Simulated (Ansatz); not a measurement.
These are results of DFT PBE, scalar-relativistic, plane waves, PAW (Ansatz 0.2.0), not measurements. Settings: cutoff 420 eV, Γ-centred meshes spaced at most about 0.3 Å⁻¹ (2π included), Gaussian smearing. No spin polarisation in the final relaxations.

Temperature and zero-point effects are left out.

Two forms of LiCl were relaxed alike.

A.

```
Li Cl
1.0
     3.65988    0.00000    0.00000
     0.00000   10.61283    0.00000
     0.00000    0.00000    6.46914
Li Cl
6 6
Cartesian
  0.0000 9.4962 0.5328
  0.0000 6.4365 5.8931
  1.8299 8.0078 3.5569
  0.0000 1.1166 3.7674
  0.0000 4.1764 2.6585
  1.8299 2.6050 0.3223
  0.0000 6.2879 3.5722
  0.0000 9.5845 2.8775
  1.8299 8.0510 6.2158
  0.0000 4.3249 0.3377
  0.0000 1.0284 6.1121
  1.8299 2.5619 2.9813
```

B.

```
Li Cl
1.0
     3.90783    0.00000    0.00000
    -1.95392    3.38428    0.00000
     0.00000    0.00000   15.84528
Li Cl
5 5
Cartesian
  0.0000 2.2562 1.9785
  0.0000 2.2562 8.3116
  1.9539 1.1281 11.4694
  0.0000 0.0000 14.6474
  1.9539 1.1281 5.1550
  0.0000 2.2562 10.6970
  0.0000 0.0000 1.1944
  1.9539 1.1281 13.8630
  0.0000 2.2562 4.3710
  1.9539 1.1281 7.5393
```

Problem. Which would you expect to be lower, and how large is the difference?

Solution. B is lower, by 46 meV/atom. A has space group Pmc2_1 (No. 26), 20.9 Å³/atom and a gap of 5.42 eV on its mesh; B has space group P3m1 (No. 156), 21.0 Å³/atom and a gap of 5.95 eV. Counting Cl atoms around Li (those within 1.25 times the shortest such distance or 1.15 times the sum of covalent radii; a slash parts the counts of unlike sites), A has Li 4/5 and B has Li 4. Both come from invented guesses. The part of the Crystallography Open Database at hand lists LiCl in space group No. 225, which no cell shown has.

Kohn–Sham gaps at this level usually fall short of measured ones.
